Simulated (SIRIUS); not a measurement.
Runs of SIRIUS 7.12.0 on GaSb. Symmetry: F-43m, No. 216, cubic system. The conventional cell has a = 6.118 Å, b = 6.118 Å, c = 6.118 Å, α = 90.00°, β = 90.00°, γ = 90.00°. Sb (site symmetry -43m) has 4 Ga at 2.65 Å as nearest neighbours. Ga (site symmetry -43m) is surrounded by 4 Sb at 2.65 Å. 

```tsv
task	level	potentials or basis	spin	k mesh	cutoff (eV)	smearing	muffin tin radii	basis cutoff (gk_cutoff)	valence relativity	local orbitals (radial functions)	reference energy of the basis	gap on the mesh (eV)	V0 of scaled cells (Å³/atom)	B0 (GPa)
single point	PW91	all-electron FP-LAPW, apw+lo standard	off	8 × 8 × 8	168	methfessel-paxton 0.05 eV	Ga 2.39, Sb 2.54 bohr	3.51 1/bohr	iora	Ga 14, Sb 14	0.17 Ha	none	-	-
equation of state	LDA	all-electron FP-LAPW, apw+lo standard	off	8 × 8 × 8	175	fermi-dirac 0.05 eV	Ga 2.34, Sb 2.48 bohr	3.59 1/bohr	iora	Ga 14, Sb 14	-	-	27.65	(a)
equation of state	PBEsol	all-electron FP-LAPW, apw+lo standard	off	8 × 8 × 8	175	fermi-dirac 0.05 eV	Ga 2.34, Sb 2.48 bohr	3.59 1/bohr	iora	Ga 14, Sb 14	-	-	28.53	51
single point	WC	all-electron FP-LAPW, apw+lo standard	non-collinear, ferromagnetic start	5 × 5 × 5	168	fermi-dirac 0.05 eV	Ga 2.39, Sb 2.54 bohr	3.51 1/bohr	iora	Ga 14, Sb 14	0.17 Ha	none	-	-
single point	PBEsol	all-electron FP-LAPW, apw+lo standard	off	8 × 8 × 8	175	fermi-dirac 0.05 eV	Ga 2.34, Sb 2.48 bohr	3.59 1/bohr	iora	Ga 14, Sb 14	0.17 Ha	none	-	-
equation of state	PBEsol	all-electron FP-LAPW, apw+lo standard	off	8 × 8 × 8	175	fermi-dirac 0.02 eV	Ga 2.34, Sb 2.48 bohr	3.59 1/bohr	iora	Ga 14, Sb 14	-	-	28.53	51
single point	LDA-VWN	all-electron FP-LAPW (ZORA valence), apw+lo lean	off	8 × 8 × 8	168	methfessel-paxton 0.02 eV	Ga 2.39, Sb 2.54 bohr	3.51 1/bohr	zora	Ga 10, Sb 10	0.17 Ha	none	-	-
```

Alike in all rows: cell as given.

Problem. Fill in the values left out.

Solution. (a) 53.

Caveats: this crystal is a semiconductor, whose small gap the functional closes, so the metal is an error of the method (some runs); the basis is light, so values aren't converged (some runs).

A k mesh can miss the band edges, and the runs leave out spin-orbit coupling on Ga, Sb.

A gap of «none» marks a metal or a gap under the smearing width.

Not every run made on this cell is shown here.
